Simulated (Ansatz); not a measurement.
**Al under changes of volume**

One of the cells (16.669 Å³/atom); the others are scaled copies at fixed shape and fractional positions:

```xyz
2
Lattice="2.8125 0.0000 0.0000 -1.4062 2.4357 0.0000 0.0000 0.0000 4.8669" Properties=species:S:1:pos:R:3 pbc="T T T"
Al    0.0000    1.6238    1.2167
Al    1.4062    0.8119    3.6501
```

This isn't the form of Al at room conditions, which is fcc.

```yaml
Program: Ansatz 0.2.0
Functional: PBE0
Potentials_or_basis: Ansatz PAW
Cutoff: "420 eV (not typed: the program's choice for these potentials)"
k_mesh: 6 × 6 × 4
Occupations: fermi-dirac, width 0.05 eV
Spin: no spin polarisation
```

```tsv
volume (Å³/atom)	energy over the lowest point (meV/atom)	pressure (GPa)
15.669	15.79	4.8
16.003	7.93	2.8
16.336	1.71	1.7
16.669	0.00	0.0
17.003	?	?
17.336	6.41	-3.0
17.670	13.88	-4.2
```

What does the run at 17.003 Å³/atom give?

Energy over the lowest point 1.69 meV/atom; pressure -1.6 GPa.

Worked out: A Birch-Murnaghan fit of order 3 (a polynomial in V^(-2/3)) to the other rows has its minimum at 16.70 Å³/atom with B0 = V·E''(V) = 80 GPa (rough, since the energies scatter) at fixed shape and positions, which overstates the stiffness. It gives 1.47 meV/atom at 17.003 Å³/atom, against the run's 1.69, and -dE/dV = -1.4 GPa, against -1.6.

Energies are extrapolated to zero smearing.

Caveats: all runs use coarse meshes; the PAW data sets come from PBE, with cores solved anew for the run's functional, which leaves a small shift of forces and pressure; the thresholds are loose for stress.
